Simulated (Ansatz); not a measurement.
## W in Ansatz: the effect of functional

Crystal: W.

```
W
1.0
     0.00000    2.04344    2.04344
     2.04344    0.00000    2.04344
     2.04344    2.04344    0.00000
W
1
Direct
  0.00000 0.00000 0.00000
```

This isn't the form of W at room conditions, which is bcc.

The cell isn't the ideal one: volume scaled by 1.02.

Alike in all runs:

```yaml
Program: Ansatz 0.2.0
Task: single point
Potentials_or_basis: Ansatz PAW
k_mesh: 11 × 11 × 11
Occupations: fermi-dirac, width 0.05 eV
Spin: no spin polarisation
```

| functional | cutoff | pressure (GPa) |
| --- | --- | --- |
| LDA | 420 eV (not typed: the program's choice for these potentials) | -22.3 |
| PBEsol | 420 eV (not typed: the program's choice for these potentials) | -17.6 |
| r2SCAN | 500 eV (not typed: the program's choice for these potentials) | ? |

Q: What does the run with functional r2SCAN give?

A: Pressure -14.3 GPa.

Caveats: the PAW data sets come from PBE, with cores solved anew for the run's functional, which leaves a small shift of forces and pressure.
